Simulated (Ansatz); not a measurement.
This Sn structure is the end of a relaxation. The cell was found from a structure generator's guess, not taken from experiment.

All numbers below come from Ansatz, DFT PBE, scalar-relativistic, plane waves, PAW. Cutoff 420 eV, Γ-centred mesh, Gaussian smearing, no spin polarisation.

```cif
data_structure
_symmetry_space_group_name_H-M 'P 1'
_symmetry_Int_Tables_number 1
_cell_length_a 5.1406
_cell_length_b 5.1406
_cell_length_c 3.1115
_cell_angle_alpha 90.000
_cell_angle_beta 90.000
_cell_angle_gamma 120.000
_cell_volume 71.21
loop_
_atom_site_label
_atom_site_type_symbol
_atom_site_fract_x
_atom_site_fract_y
_atom_site_fract_z
_atom_site_occupancy
Sn1 Sn 0.33333 0.66667 0.00000 1
Sn2 Sn 0.66667 0.33333 0.00000 1
```

Energies count from the standard state of Sn at the same level. The references include grey tin.

Question: Find its symmetry and describe it.

Answer: P6/mmm (No. 191). Conventional cell: a = 5.141 Å, c = 3.111 Å. Sn has 5 Sn at 2.97–3.11 Å.

Question: How far does it lie from the standard state of Sn?

Answer: +0.16 eV/atom. So it is a metastable form at best.

Question: Is it a metal?

Answer: Yes, bands cross the Fermi level on the 12×12×18 mesh.

The last run used a 12×12×18 mesh (in the run's order of axes) for its 2-atom cell and Gaussian smearing of 0.10 eV. Symmetry constrained the relaxation, so the result can be a saddle point.
